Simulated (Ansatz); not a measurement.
Mg5Te2 polymorphs, one row open

Level of theory: DFT PBE, scalar-relativistic, plane waves, PAW (Ansatz). Settings: cutoff 420 eV, Γ-centred meshes spaced at most about 0.3 Å⁻¹, and about 0.25 Å⁻¹ or finer for metals (2π included), Gaussian smearing. No spin polarisation.

These are static total energies at zero pressure. Rows are sorted by volume; energies count from the lowest form computed. Coordination counts Mg atoms around Te (those within 1.25 times the shortest such distance or 1.15 times the sum of covalent radii; a plus sign parts nearer from farther groups; a slash parts the counts of unlike sites). The table shows 5 of 7 forms computed.

```tsv
row	form	source	atoms	coordination	V (Å³/atom)	gap on mesh (eV)	ΔE (meV/atom)
1	R-3m	invented	7	Te 8/6+6	25.7	0	90
2	P4/mmm	invented	7	Te 8/12	26.0	0	?
3	P4/mmm	invented	7	Te 10	26.0	0	107
4	R3m	invented	7	Te 7/3+6	26.1	0	83
5	P-1	invented	14	Te 5+1/6	27.6	0	0
```

The cell of row 2:

```
Mg Te
1.0
     4.43124    0.00000    0.00000
     0.00000    4.43124    0.00000
     0.00000    0.00000    9.27010
Mg Te
5 2
Direct
  0.00000 0.50000 0.73360
  0.50000 0.00000 0.73360
  0.00000 0.50000 0.26640
  0.50000 0.00000 0.26640
  0.00000 0.00000 0.00000
  0.50000 0.50000 0.00000
  0.50000 0.50000 0.50000
```

**Question.** How far above the lowest form does the open row lie?

**Answer.** 84 meV/atom, which puts it level, within the accuracy, with row 4 and below row 1. Counting Mg atoms around Te, row 2 has Te 8/12 and the lowest form (row 5) has Te 5+1/6.

An observed structure of this formula, if there is one, may be missing.

For metals, differences of a few meV/atom aren't resolved. These runs have no spin–orbit coupling, which can matter for Te. Cells relaxed within their symmetry can be saddle points. Some structure types and database cells were kept out of the candidates from the start, so a known form may be missing.
